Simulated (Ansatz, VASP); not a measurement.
## InP in VASP and in Ansatz

```
CELL_PARAMETERS angstrom
0.00000 2.93909 2.93909
2.93909 0.00000 2.93909
2.93909 2.93909 0.00000
ATOMIC_POSITIONS crystal
In 0.00000 0.00000 0.00000
P 0.25000 0.25000 0.25000
```

The cell was built by a generator and needn't be a form met in nature.

Alike in both runs: functional PBEsol; k mesh 8 × 8 × 8; occupations gaussian, width 0.02 eV; no spin polarisation.

Ansatz relaxed the structure, and its values are those at the end. VASP's run is a single point on that final structure, the one shown.

|  | VASP | Ansatz |
| --- | --- | --- |
| version | VASP 6.6.1 | Ansatz 0.2.0 |
| potentials or method | VASP PAW PBE potentials, release 64 (In_d, P) | scalar-relativistic, plane waves, PAW |
| plane-wave cutoff (eV) | 520 | 420 |
| valence electrons in the cell | 18 | 18 |

|  | VASP | Ansatz | Ansatz less VASP |
| --- | --- | --- | --- |
| gap on the k mesh at the Fermi level (eV) | 0.57 | 0.57 | +0.002 |
| least direct gap on the mesh (eV) | 0.57 | 0.57 | +0.002 |
| pressure (GPa) | 0.0 | 0.0 | +0.02 |

With one functional, cell and mesh, what is left measures potentials, basis and numerics.

Caveats: the PAW data sets were made with another functional, which shifts forces and pressure a little (VASP); spin-orbit coupling is left out, which moves the levels of the heavy elements.
